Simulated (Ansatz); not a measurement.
# ScAl3: the cost of one run

Computed with Ansatz 0.2.0 (DFT PBE, scalar-relativistic, plane waves, PAW, unless a step's input says otherwise).

6 further runs of the same task are left out: 3 that didn't finish, 3 set aside as unsound or not needed.

## Step 1: The structure to begin with

It takes space group Pm-3m (No. 221, cubic). Conventional cell: a = 4.105 Å, b = 4.105 Å, c = 4.105 Å, α = 90.00°, β = 90.00°, γ = 90.00°. Sc (site symmetry m-3m) is surrounded by 12 Al at 2.90 Å. Al (site symmetry 4/mmm) is surrounded by 4 Sc at 2.90 Å and 8 Al at 2.90 Å. Around Al (site symmetry 4/mmm) lie 8 Al at 2.90 Å and 4 Sc at 2.90 Å.

As a file:

```cif
data_structure
_symmetry_space_group_name_H-M 'P 1'
_symmetry_Int_Tables_number 1
_cell_length_a 4.1053
_cell_length_b 4.1053
_cell_length_c 12.3160
_cell_angle_alpha 90.000
_cell_angle_beta 90.000
_cell_angle_gamma 90.000
_cell_volume 207.57
loop_
_atom_site_label
_atom_site_type_symbol
_atom_site_fract_x
_atom_site_fract_y
_atom_site_fract_z
_atom_site_occupancy
Sc1 Sc 0.00000 0.00000 0.00000 1
Sc2 Sc 0.00000 0.00000 0.33333 1
Sc3 Sc 0.00000 0.00000 0.66667 1
Al1 Al 0.00000 0.50000 0.16667 1
Al2 Al 0.00000 0.50000 0.50000 1
Al3 Al 0.00000 0.50000 0.83333 1
Al4 Al 0.50000 0.50000 0.00000 1
Al5 Al 0.50000 0.50000 0.33333 1
Al6 Al 0.50000 0.50000 0.66667 1
Al7 Al 0.50000 0.00000 0.16667 1
Al8 Al 0.50000 0.00000 0.50000 1
Al9 Al 0.50000 0.00000 0.83333 1
```

It goes back to an entry of the Materials Project.

It is built from the cell relaxed beforehand with the same method (17.30 Å³/atom).

## Step 2: The reference cell

The cell is repeated 3 times, 12 atoms in all. Reference values: F = -11250.4234 eV; pressure 0.03 GPa; largest force 0.000 eV/Å; gap on the mesh none (metal). It was computed beforehand with the settings of the runs below.

## Step 3: The scan: rigid cleavage

The cut lies on the cell's a–b face, a (1 0 0) plane of area 16.85 Å², between layers 2.05 Å apart (Al, Sc below, Al above); the cell is 12.3 Å thick. Vector c is lengthened by d along the normal with the atoms' Cartesian places fixed: one unrelaxed cut per cell.

## Step 4: d = 1.00 Å

input.yaml

```yaml
crystal:
  lattice:
    - [0.0, -4.105330596, 0.0]
    - [0.0, 0.0, -4.105330596]
    - [13.315991788, 0.0, 0.0]
  atoms:
    - { symbol: Sc, position: [1.0, 1.0, 0.8478117178] }
    - { symbol: Sc, position: [1.0, 1.0, 0.2312101667] }
    - { symbol: Sc, position: [1.0, 1.0, 0.5395109422] }
    - { symbol: Al, position: [0.0, 0.5, 0.0770597789] }
    - { symbol: Al, position: [0.0, 0.5, 0.3853605544] }
    - { symbol: Al, position: [0.0, 0.5, 0.69366133] }
    - { symbol: Al, position: [0.5, 0.5, 0.8478117178] }
    - { symbol: Al, position: [0.5, 0.5, 0.2312101667] }
    - { symbol: Al, position: [0.5, 0.5, 0.5395109422] }
    - { symbol: Al, position: [0.5, 0.0, 0.0770597789] }
    - { symbol: Al, position: [0.5, 0.0, 0.3853605544] }
    - { symbol: Al, position: [0.5, 0.0, 0.69366133] }
basis:
  ecutwfc: 420
kpoints:
  mp_grid: { grid: [11, 11, 4] }
hamiltonian:
  xc: pbe
scf:
  occupations: { method: gaussian, width: 0.15 }
output:
  forces: true
  stress: true
  eigenvalues: true
```

The run is started by

```
$ ansatz run input.yaml --threads 2 --pin off --max-ram 5120MiB --backend cpu --events-out ev --progress --plain --runs-dir out
```

What time and memory should one allow on 2 threads of Arm Neoverse V1, shared host?

About 27 s, with a peak of 0.71 GiB.
